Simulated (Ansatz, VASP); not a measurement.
# One calculation of As, two programs

INCAR

```
PREC = Accurate
ENCUT = 520
EDIFF = 1E-7
ISMEAR = -1
SIGMA = 0.05
LREAL = False
LASPH = True
NELM = 100
ALGO = Normal
ISIF = 2
LWAVE = False
LCHARG = False
GGA = PE
NBANDS = 12
```

Contents of KPOINTS:

```
Automatic mesh
0
Gamma
  7 7 9
```

File POSCAR:

```
As
1.0
    4.5664000000      0.0000000000      0.0000000000
   -2.2832000000      3.9546200000      0.0000000000
    0.0000000000      0.0000000000      2.8337400000
As
2
Direct
    0.3333300000      0.6666700000      0.0000000000
    0.6666700000      0.3333300000      0.0000000000
```

Contents of input.yaml:

```yaml
crystal:
  lattice:
    - [4.5664, 0.0, 0.0]
    - [-2.2832, 3.95462, 0.0]
    - [0.0, 0.0, 2.83374]
  atoms:
    - { symbol: As, position: [0.33333, 0.66667, 0.0] }
    - { symbol: As, position: [0.66667, 0.33333, 0.0] }
hamiltonian:
  xc: pbe
  pseudopotentials: { kind: paw }
kpoints:
  mp_grid: { grid: [7, 7, 9] }
scf:
  occupations: { method: fermi_dirac, width: 0.05 }
output:
  forces: true
  stress: true
  eigenvalues: true
```

The cell was built by a generator and needn't be a form met in nature.

Alike in both runs: task single point; functional PBE; k mesh 7 × 7 × 9; occupations fermi-dirac, width 0.05 eV; no spin polarisation.

|  | VASP | Ansatz |
| --- | --- | --- |
| version | VASP 6.6.1 | Ansatz 0.2.0 |
| potentials or method | VASP PAW PBE potentials, release 64 (As) | Ansatz PAW |
| plane-wave cutoff (eV) | 520 | 420 |
| valence electrons in the cell | 10 | 30 |

VASP gave:

- gap on the k mesh at the Fermi level (eV): none
- pressure (GPa): 0.0
- largest component of the traceless stress (GPa): 1.86

**Question.** What did Ansatz give for the same quantities?

**Answer.** gap on the k mesh at the Fermi level (eV): none; pressure (GPa): -0.1; largest component of the traceless stress (GPa): 1.91.

A gap of «none» marks a metal or a gap that the smearing closes. The functional is the same, so the differences come from potentials, cutoffs and numerics. The two sets of potentials don't hold the same shells in valence.
